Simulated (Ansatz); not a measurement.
Li$_{3}$N:
```xyz
4
Lattice="3.5949 0.0000 0.0000 -1.7974 3.1132 0.0000 0.0000 0.0000 3.8400" Properties=species:S:1:pos:R:3 pbc="T T T"
Li     0.0000     0.0000     1.9200
Li     0.0000     2.0755     0.0000
Li     1.7974     1.0377     0.0000
N      0.0000     0.0000     0.0000
```

Relaxed with HSE06.

### Question
Give the Bader charges and basin volumes of the independent atoms, HSE06 (plane waves, PAW; program Ansatz).

### Answer


| atom | Bader charge (e) | Bader volume (Å³) |
|---|---|---|
| Li1 | +0.84 | 3.9 |
| Li2 | +0.83 | 3.4 |
| N4 | -2.51 | 32.2 |

Space group P6/mmm. The cell was relaxed with HSE06 under the symmetry of its start.

Potentials: the later of the program's two PAW sets.
